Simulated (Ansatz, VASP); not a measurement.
# Two plane-wave programs on Zr4B

Contents of INCAR:

```
PREC = Accurate
ENCUT = 600
EDIFF = 1E-6
ISMEAR = 0
SIGMA = 0.1
LREAL = False
LASPH = True
NELM = 80
ALGO = Normal
ISIF = 3
LWAVE = False
LCHARG = False
GGA = PE
IBRION = 2
NSW = 90
EDIFFG = -0.04
```

KPOINTS

```
regular mesh
0
Gamma
  4 4 4
```

Contents of POSCAR:

```
Zr4B
1.0
    4.1945384200      0.0000000000      0.0000000000
    0.0000000000      4.1945384200      0.0000000000
    0.0000000000      0.0000000000      4.1945384200
Zr B
4 1
Direct
    0.5000000000      0.0000000000      0.0000000000
    0.0000000000      0.5000000000      0.0000000000
    0.0000000000      0.0000000000      0.5000000000
    0.5000000000      0.5000000000      0.5000000000
    0.0000000000      0.0000000000      0.0000000000
```

Input for Ansatz:

```yaml
crystal:
  lattice:
    - [4.19453842, 0.0, 0.0]
    - [0.0, 4.19453842, 0.0]
    - [0.0, 0.0, 4.19453842]
  atoms:
    - { symbol: Zr, position: [0.5, 0.0, 0.0] }
    - { symbol: Zr, position: [0.0, 0.5, 0.0] }
    - { symbol: Zr, position: [0.0, 0.0, 0.5] }
    - { symbol: Zr, position: [0.5, 0.5, 0.5] }
    - { symbol: B, position: [0.0, 0.0, 0.0] }
basis:
  ecutwfc: 420
kpoints:
  mp_grid: { grid: [4, 4, 4] }
hamiltonian:
  xc: pbe
scf:
  occupations: { method: gaussian, width: 0.1 }
  lower_state_search: "off"
output:
  forces: true
  stress: true
  eigenvalues: true
relax:
  adjacent_minimum: "off"
  f_tol: 0.04
  max_steps: 70
  cell: { stress_tol: 0.4 }
```

Change from the starting cell: species swapped into the Co4N type (Pm-3m, No. 221).

Alike in both runs: task relaxation of cell and atoms; functional PBE; k mesh 4 × 4 × 4; occupations gaussian, width 0.1 eV; no spin polarisation.

|  | VASP | Ansatz |
| --- | --- | --- |
| version | VASP 6.6.1 | Ansatz 0.2.0 |
| potentials or method | VASP PAW PBE potentials, release 64 (Zr_sv, B) | scalar-relativistic, plane waves, PAW |
| plane-wave cutoff (eV) | 600 | 420 |
| valence electrons in the cell | 51 | 51 |

|  | VASP | Ansatz | Ansatz less VASP |
| --- | --- | --- | --- |
| gap on the k mesh at the Fermi level, each at its own relaxed structure (eV) | none | none | - |
| relaxed volume (Å³/atom) | 20.76 | 20.68 | -0.075 |
| relaxed cell length with the largest relative difference (Å) | 4.699 | 4.694 | -0.0057 |
| energy change over the relaxation (meV/atom) | -971 | -968 | +2.7 |

A gap of «none» marks a metal or a gap that the smearing closes.

Caveats: the k mesh is coarse (spacing up to 0.37 Å⁻¹), so the values aren't converged; the volume moved by over 15 % at a fixed basis, so the end points are rough (VASP).
